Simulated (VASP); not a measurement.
Wanted: the native input for a VASP 6.6.1 run.

- Task: relaxation of cell and atoms
- Functional: r2SCAN
- Potentials or basis: VASP PAW PBE potentials, release 64 (In_d, P)
- Cutoff: 600 eV
- k mesh: 8 × 8 × 8
- Occupations: gaussian, width 0.03 eV
- Spin: no spin polarisation
- Further INCAR settings: ALGO = Normal; EDIFF = 1e-06; IBRION = 2; EDIFFG = -0.01; NSW = 90; ISIF = 3

The structure of InP lies in POSCAR:

```
InP
1.0
    0.0000000000      2.9305000000      2.9305000000
    2.9305000000      0.0000000000      2.9305000000
    2.9305000000      2.9305000000      0.0000000000
In P
1 1
Direct
    0.0000000000      0.0000000000      0.0000000000
    0.2500000000      0.2500000000      0.2500000000
```

These files were run (other wordings do the same):

INCAR

```
SYSTEM = InP
PREC = Accurate
ENCUT = 600
EDIFF = 1E-6
ISMEAR = 0
SIGMA = 0.03
LREAL = .False.
LASPH = .True.
NELM = 80
ALGO = Normal
ISIF = 3
LWAVE = .False.
LCHARG = .False.
METAGGA = R2SCAN
LMIXTAU = .True.
IBRION = 2
NSW = 90
EDIFFG = -0.01
```

KPOINTS

```
Automatic mesh
0
Gamma
  8 8 8
  0 0 0
```

Potentials or basis: VASP PAW PBE potentials, release 64 (In_d, P).

Launch:

```sh
$ cat potpaw_PBE.64/In_d/POTCAR potpaw_PBE.64/P/POTCAR > POTCAR
$ mpirun -np 1 vasp_std > vasp.out
```

Results of the run:

The relaxed volume is 25.73 Å³/atom and the relaxed cell is a = 4.175 Å, b = 4.175 Å, c = 4.175 Å, α = 60.00°, β = 60.00°, γ = 60.00°. The space group after relaxing (to 0.05 Å) is F-43m (No. 216). The energy gained by relaxing is 2.8 meV/atom, the ionic steps are 3 and the pressure after relaxing is 0.0 GPa. The band gap on the k mesh is 1.04 eV, direct.

Caveat: the PAW data sets were made with another functional, which shifts forces and pressure a little; spin-orbit coupling is left out, which moves the levels of the heavy elements.

Run time: 2.1 min on 1 thread of Intel(R) Xeon(R) 6975P-C (Granite Rapids) (shared host), peak memory 0.24 GiB.
